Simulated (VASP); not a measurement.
A run of VASP 6.6.1 is set up as follows.

File INCAR:

```
ALGO = Fast ; EDIFF = 1E-6
ENCUT = 520 ; GGA = PE
ISIF = 2 ; ISMEAR = 0
IVDW = 12 ; LASPH = T
LCHARG = T ; LELF = T
LREAL = F ; LVHAR = T
LWAVE = F ; NBANDS = 20
NELM = 100 ; PREC = Accurate
SIGMA = 0.01
```

The input KPOINTS:

```
k-points
0
Gamma
  6 6 6
```

The input POSCAR:

```
WS2
1.0
    1.5858867090      0.9156121184      6.2374759783
   -1.5858867090      0.9156121184      6.2374759783
    0.0000000000     -1.8312242367      6.2374759783
W S
1 2
Direct
    0.0006662242      0.0006662242      0.0006662242
    0.2505579538      0.2505579538      0.2505579538
    0.4174758221      0.4174758221      0.4174758221
```

Potentials or basis: VASP PAW PBE potentials, release 64 (W_sv, S).

Run with:

```console
$ cat potpaw_PBE.64/W_sv/POTCAR potpaw_PBE.64/S/POTCAR > POTCAR
$ mpirun -np 1 vasp_std > vasp.out
```

(1) Estimate the dispersion energy per atom.

(2) Estimate the band gap on the k mesh.

## Answers

(1) -0.418 eV.

(2) 1.09 eV, indirect (least direct gap 1.84 eV).

Caveat: spin-orbit coupling is left out, which moves the levels of the heavy elements.
